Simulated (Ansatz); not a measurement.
Input, command and steps of an Ansatz relaxation.

```yaml
crystal:
  lattice:
    - [-1.4785229918, 1.4785229918, 1.3915684385]
    - [1.4785229918, -1.4785229918, 1.3915684385]
    - [1.4785229918, 1.4785229918, -1.3915684385]
  atoms:
    - { symbol: Cu, position: [0.0, 0.0, 0.0] }
basis:
  ecutwfc: 500
kpoints:
  mp_grid: { grid: [20, 20, 20] }
hamiltonian:
  xc: r2scan
scf:
  occupations: { method: gaussian, width: 0.1 }
output:
  forces: true
  stress: true
  eigenvalues: true
relax:
  adjacent_minimum: "off"
  f_tol: 0.01
  max_steps: 30
  cell: { stress_tol: 0.1, fix: [volume] }
```

```bash
ansatz run input.yaml --threads 1 --pin off --max-ram 2560MiB --backend cpu --events-out ev --progress --plain --runs-dir out
```

Theory: Ansatz 0.2.0, DFT r2SCAN, scalar-relativistic, plane waves, PAW.

The volume is held at 1.06 times that of the relaxed cell.

Of 4 frames 3 are shown, positions in Å and forces in eV/Å; the SCF threshold varies from step to step. Steps run on the plane waves of an earlier cell, with a Pulay correction in the pressure. The basis is chosen afresh for the last frame, the zero of the energies, and at times for earlier ones too; energy and pressure step there, also at an unchanged geometry.

```xyz
1
Lattice="-1.4785 1.4785 1.3916 1.4785 -1.4785 1.3916 1.4785 1.4785 -1.3916" Properties=species:S:1:pos:R:3:forces:R:3 pbc="T T T" step=1 free_energy_over_end_meV_per_atom=0.03 pressure_GPa=-8.05
Cu    0.0000    0.0000    0.0000    0.0000    0.0000    0.0000
1
Lattice="-1.4788 1.4788 1.3910 1.4788 -1.4788 1.3910 1.4788 1.4788 -1.3910" Properties=species:S:1:pos:R:3:forces:R:3 pbc="T T T" step=2 free_energy_over_end_meV_per_atom=0.02 pressure_GPa=-8.05
Cu    0.0000    0.0000    0.0000    0.0000    0.0000    0.0000
1
Lattice="-1.4815 1.4815 1.3859 1.4815 -1.4815 1.3859 1.4815 1.4815 -1.3859" Properties=species:S:1:pos:R:3:forces:R:3 pbc="T T T" step=4 free_energy_over_end_meV_per_atom=0.00 pressure_GPa=-8.04
Cu    0.0000    0.0000    0.0000    0.0000    0.0000    0.0000
```

Time: 23 s on 1 thread of Intel(R) Xeon(R) 6975P-C (Granite Rapids) (shared host), peak memory 0.53 GiB.